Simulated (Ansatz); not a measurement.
The system is Li.

```
Li
1.0
    -1.75465    1.75465    1.75465
     1.75465   -1.75465    1.75465
     1.75465    1.75465   -1.75465
Li
1
Direct
  0.00000 0.00000 0.00000
```

- Program: Ansatz 0.2.0
- Task: relaxation of cell and atoms
- Functional: PBE
- Potentials or basis: Ansatz PAW
- Cutoff: 420 eV
- Density cutoff: 1680 eV
- k mesh: 9 × 9 × 9
- Occupations: gaussian, width 0.1 eV
- Spin: no spin polarisation

At the start: pressure -0.8 GPa; volume 21.61 Å³/atom.

Question: How do energy, volume and symmetry change on relaxing?

Answer: Over 3 steps the energy falls by 3.5 meV/atom and the volume is 20.19 Å³/atom (-6.6 %); space group Im-3m (No. 229, to 0.05 Å).

The path:
```tsv
step	energy change (eV)	largest force (eV/Å)	pressure (GPa)	volume (Å³)
1	0.0000	0.0000	-0.80	21.61
2	-0.0005	0.0000	-0.75	21.51
3	-0.0035	0.0000	0.05	20.19
```

Final structure:
```
Li
1.0
    -1.71544    1.71544    1.71544
     1.71544   -1.71544    1.71544
     1.71544    1.71544   -1.71544
Li
1
Direct
  0.00000 0.00000 0.00000
```

The cell as given is a measured one (21.61 Å³/atom); PBE puts the equilibrium volume -6.6 % from it, thermal expansion not counted.

Caveat: the thresholds are loose for stress.
